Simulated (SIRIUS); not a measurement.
Mg:

```
CELL_PARAMETERS angstrom
3.20930 0.00000 0.00000
-1.60465 2.77934 0.00000
0.00000 0.00000 5.21030
ATOMIC_POSITIONS crystal
Mg 0.66667 0.33333 0.75000
Mg 0.33333 0.66667 0.25000
```

- Program: SIRIUS 7.10.0
- Task: single point
- Functional: PBE
- Potentials or basis: PseudoDojo 0.4.1 PBE standard (scalar relativistic)
- Cutoff: 1152 eV
- Density cutoff: 4606 eV
- k mesh: 10 × 10 × 5
- Occupations: fermi-dirac, width 0.05 eV
- Spin: no spin polarisation

On this cell: pressure -0.3 GPa; largest force under 0.003 eV/Å; band gap on the k mesh none (metal or under the smearing width).

The same run follows on a disturbed copy (atoms moved at random, drawn with an rms of 0.05 Å):

```xyz
2
Lattice="3.2093 0.0000 0.0000 -1.6046 2.7793 0.0000 0.0000 0.0000 5.2103" Properties=species:S:1:pos:R:3 pbc="T T T"
Mg    1.6123    0.9410    3.9302
Mg   -0.0125    1.8927    1.2669
```

Question: What does the disturbed cell give?

Answer: The energy (extrapolated to zero smearing) moves by +2.5 meV/atom; pressure -0.3 GPa; largest force 0.161 eV/Å; band gap on the k mesh none (metal or under the smearing width).

Forces on the atoms (eV/Å):
```
Mg  -0.012  0.019 -0.159
Mg   0.012 -0.019  0.159
```

Stress tensor (GPa, compression positive):
```
-0.76  0.05  0.01
 0.05 -0.62 -0.02
 0.01 -0.02  0.52
```
